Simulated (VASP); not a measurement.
A convergence study with VASP on InN (zinc blende): one setting is varied, all else stays as given below, so the limit is that of these other settings. Each run relaxes cell and ions from the cell shown.

```
CELL_PARAMETERS angstrom
      0.00000     2.49000     2.49000
      2.49000     0.00000     2.49000
      2.49000     2.49000     0.00000
ATOMIC_POSITIONS crystal
  In 0.00000 0.00000 0.00000
  N  0.25000 0.25000 0.25000
```

All values below come from PBE GGA, VASP's PBE PAW potentials (set 64) (plane waves; VASP). The tightest run used: 700 eV cut-off, 13×13×13 Γ-centred mesh, Gaussian smearing of 0.050 eV, potentials In_d N.

| setting | relaxed volume (Å³/atom) | E (eV/atom) | irreducible k-points |
|---|---|---|---|
| 2×2×2 mesh | 16.764 | -4.7196 | 3 |
| 3×3×3 mesh | 16.249 | -5.2266 | 4 |
| 4×4×4 mesh | 16.145 | -5.3169 | 8 |

**Question.** These are the cheaper rows. Estimate the results at 13×13×13 mesh, and how far the last row shown lies from them.

**Answer.** 
```csv
quantity,tightest run,last row shown is off by
relaxed volume (Å³/atom),16.109,0.037
E (eV/atom),-5.3448,0.0279
```

Left out are rungs that failed or repeat a setting and relaxations that didn't move; long series are thinned to 24 rows.

The compound is InN in the zinc blende structure, a metastable form; wurtzite is the usual one.
